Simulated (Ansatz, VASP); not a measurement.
**Two plane-wave programs on ZnS**

```
Zn S
1.0
    -0.02506    2.69273    2.69273
     2.69273   -0.02506    2.69273
     2.69273    2.69273   -0.02506
Zn S
1 1
Cartesian
  -0.0043 -0.0043 -0.0043
  1.3444 1.3444 1.3444
```

Change from the starting cell: epitaxial_111 strain +0.9%.

Alike in both runs: task single point; functional PBE; k mesh 8 × 8 × 8; occupations fermi-dirac, width 0.02 eV; no spin polarisation.

|  | VASP | Ansatz |
| --- | --- | --- |
| version | VASP 6.6.1 | Ansatz 0.2.0 |
| potentials or method | VASP PAW PBE potentials, release 64 (Zn, S) | plane waves, PAW |
| plane-wave cutoff (eV) | 520 | 420 |
| valence electrons in the cell | 18 | 18 |

Ansatz gave:

```
gap on the k mesh at the Fermi level (eV)       : 2.04
pressure (GPa)                                  : 1.3
largest component of the traceless stress (GPa) : 0.44
rms of the force components (eV/Å)              : 0.003
```

Task: Which values does VASP return?

Result: gap on the k mesh at the Fermi level (eV): 2.05; pressure (GPa): 1.5; largest component of the traceless stress (GPa): 0.44; rms of the force components (eV/Å): 0.004.

Atom by atom the forces differ by 0.000 eV/Å (rms over components). With one functional, cell and mesh, what is left measures potentials, basis and numerics.
